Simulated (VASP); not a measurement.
Here is a VASP 6.6.1 calculation.

INCAR

```
PREC = Accurate ; ENCUT = 520
EDIFF = 1E-6 ; ISMEAR = 0
SIGMA = 0.1 ; LREAL = False
LASPH = True ; NELM = 100
ALGO = Normal ; ISIF = 2
LWAVE = False ; LCHARG = True
GGA = PE ; LELF = True
LVHAR = True ; NBANDS = 17
```

File KPOINTS:

```
Automatic mesh
0
Gamma
  12 12 12
```

The input POSCAR:

```
Sb2Pt
1.0
    0.0000000000      3.3213421086      3.3213421086
    3.3213421086      0.0000000000      3.3213421086
    3.3213421086      3.3213421086      0.0000000000
Sb Pt
2 1
Direct
    0.2500000000      0.2500000000      0.2500000000
    0.7500000000      0.7500000000      0.7500000000
    0.0000000000      0.0000000000      0.0000000000
```

Potentials or basis: VASP PAW PBE potentials, release 64 (Sb, Pt).

Command:

```bash
$ cat potpaw_PBE.64/Sb/POTCAR potpaw_PBE.64/Pt/POTCAR > POTCAR
$ mpirun -np 1 vasp_std > vasp.out
```

Q: Predict the pressure.

A: -0.3 GPa.

Q: Predict the band gap on the k mesh.

A: None (metal or under the smearing width).

The run has no spin-orbit coupling, so splittings on Pt, Sb are missing.
